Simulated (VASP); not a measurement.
Runs of VASP 6.6.1 on Te. The structure is trigonal, space group P3_121 (No. 152). Conventional cell: a = 4.454 Å, b = 4.454 Å, c = 5.924 Å, α = 90.00°, β = 90.00°, γ = 120.00°. Te (site symmetry 2) has 2 Te at 2.86 Å as nearest neighbours. 

| level | potentials or basis | cell | pressure (GPa) | target pressure | gap on the mesh (eV) | pressure (GPa) | relaxed volume (Å³/atom) |
| --- | --- | --- | --- | --- | --- | --- | --- |
| LDA | VASP PAW LDA potentials, release 64 (Te) | relaxed to 1 GPa | 1 | 1 GPa | none | 1.0 | - |
| PBEsol | VASP PAW PBE potentials, release 64 (Te) | relaxed to 4 GPa | 4 | 4 GPa | none | 4.0 | - |
| LDA | VASP PAW LDA potentials, release 64 (Te) | relaxed | 0 | - | none | 0.0 | (a) |
| PBEsol | VASP PAW PBE potentials, release 64 (Te) | relaxed | 0 | - | none | 0.0 | 32.04 |
| PBEsol | VASP PAW PBE potentials, release 64 (Te) | relaxed to 2 GPa | 2 | 2 GPa | none | 2.0 | - |

Alike in all rows: task relaxation of cell and atoms; no spin polarisation; k mesh 9 × 9 × 6; cutoff (eV) 400; smearing gaussian 0.03 eV.

Problem. Fill in the values left out.

Solution. (a) 31.30.

Caveats: the cell is relaxed towards a set pressure, so the enthalpy falls and the energy may rise (some runs); the PAW data sets were made with another functional, which shifts forces and pressure a little (some runs).

A k mesh can miss the band edges, and the runs leave out spin-orbit coupling on Te.

A gap of «none» marks a metal or a gap under the smearing width.

Runs at the PBE level aren't shown here.
